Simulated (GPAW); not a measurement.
Set up this calculation in GPAW 26.7.0, as an ASE script.

```
Task                : band structure
Functional          : r2SCAN
Potentials or basis : GPAW PAW data sets (gpaw-data 1.2.1)
Cutoff              : 800 eV
Basis               : pw
k mesh              : 4 × 4 × 5
Occupations         : fermi-dirac, width 0.05 eV
Spin                : no spin polarisation
Maxiter             : 150
Band path           : GXMGZRAZ,XR,MA
Band points         : 60
```

Zr2N:

```
CELL_PARAMETERS angstrom
5.41300 0.00000 0.00000
0.00000 5.41300 0.00000
0.00000 0.00000 3.30779
ATOMIC_POSITIONS crystal
Zr 0.20387 0.79613 0.50000
Zr 0.79613 0.20387 0.50000
Zr 0.70387 0.70387 0.00000
Zr 0.29613 0.29613 0.00000
N 0.50000 0.50000 0.50000
N 0.00000 0.00000 0.00000
```

The cell comes from a database or a generator and needn't be the stable form of this composition.

These files were run (other wordings do the same):

run.py

```python
from ase import Atoms
from ase.dft.bandgap import bandgap
from ase.io import write
from ase.units import GPa
from gpaw import GPAW, PW

atoms = Atoms(['Zr', 'Zr', 'Zr', 'Zr', 'N', 'N'],
              cell=[[5.41300273, 0.0, 0.0],
                    [0.0, 5.41300273, 0.0],
                    [0.0, 0.0, 3.30778919]],
              scaled_positions=[[0.20387454, 0.79612546, 0.5],
                                [0.79612546, 0.20387454, 0.5],
                                [0.70387454, 0.70387454, 0.0],
                                [0.29612546, 0.29612546, 0.0],
                                [0.5, 0.5, 0.5],
                                [0.0, 0.0, 0.0]],
              pbc=True)

calc = GPAW(mode=PW(800),
            xc='MGGA_X_R2SCAN+MGGA_C_R2SCAN',
            kpts={'size': (4, 4, 5), 'gamma': True},
            occupations={'name': 'fermi-dirac', 'width': 0.05},
            nbands=53,
            convergence={'density': 1e-05, 'energy': 1e-05},
            maxiter=150,
            txt='gpaw.txt')
atoms.calc = calc
energy = atoms.get_potential_energy()
forces = atoms.get_forces()
stress = atoms.get_stress()
calc.write('gs.gpw')
write('result.traj', atoms)
print(f'Energy: {energy:.6f} eV')
print('Forces (eV/A):')
print(forces.round(4))
print('Stress (GPa):', (stress / GPa).round(3))
print('Fermi level:', round(calc.get_fermi_level(), 4), 'eV')
print(f'Gap: {bandgap(calc)[0]:.4f} eV, direct: {bandgap(calc, direct=True)[0]:.4f} eV')

path = atoms.cell.bandpath('GXMGZRAZ,XR,MA', npoints=60, eps=1e-4)
bs_calc = calc.fixed_density(kpts=path, symmetry='off', nbands=76,
                             convergence={'bands': 'CBM+6.0', 'eigenstates': 1e-6}, txt='bands.txt')
bs = bs_calc.band_structure()
bs.write('bs.json')
print(f'Gap on the path: {bandgap(bs_calc)[0]:.4f} eV')
```

Potentials or basis: GPAW PAW data sets (gpaw-data 1.2.1), pw.

Command:

```bash
$ OMP_NUM_THREADS=1 python run.py
```

Results of the run:

```yaml
Pressure: -0.8 GPa
Largest_force: 0.154 eV/Å
Band_gap_along_the_path: none (metal or under the smearing width)
```

Caveat: the k mesh is coarse (spacing up to 0.38 Å⁻¹), so the values aren't converged; the PAW data sets were made with another functional, which shifts forces and pressure a little.

It took 13 min on 1 thread of Arm Neoverse V2 (shared host), peak memory 0.93 GiB.
